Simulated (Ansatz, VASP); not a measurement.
## One calculation of SiC, two programs

```xyz
2
Lattice="0.0571 2.1740 2.1740 2.2311 0.0000 2.2311 2.1740 2.1740 0.0571" Properties=species:S:1:pos:R:3 pbc="T T T"
Si    0.0000    0.0000    0.0000
C     3.3466    3.2610    3.3466
```

Change from the starting cell: strain +0.0525 x Voigt [0, 0, 0, 0, 1, 0], atoms carried along.

Alike in both runs: task single point; functional PBE; k mesh 12 × 12 × 12; occupations gaussian, width 0.05 eV; no spin polarisation.

|  | VASP | Ansatz |
| --- | --- | --- |
| version | VASP 6.6.1 | Ansatz 0.2.0 |
| potentials or method | VASP PAW PBE potentials, release 64 (Si, C) | scalar-relativistic, plane waves, PAW |
| plane-wave cutoff (eV) | 520 | 420 |
| valence electrons in the cell | 8 | 8 |

VASP gave:

- gap on the k mesh at the Fermi level (eV): 1.09
- least direct gap on the mesh (eV): 4.02
- pressure (GPa): 5.6
- largest component of the traceless stress (GPa): 14.74
- rms of the force components (eV/Å): 0.267

Question: Estimate Ansatz's values.

Answer: gap on the k mesh at the Fermi level (eV): 1.09; least direct gap on the mesh (eV): 4.03; pressure (GPa): 5.6; largest component of the traceless stress (GPa): 14.68; rms of the force components (eV/Å): 0.267.

Atom by atom the forces differ by 0.000 eV/Å (rms over components). With one functional, cell and mesh, what is left measures potentials, basis and numerics.

A k mesh can miss the band edges.
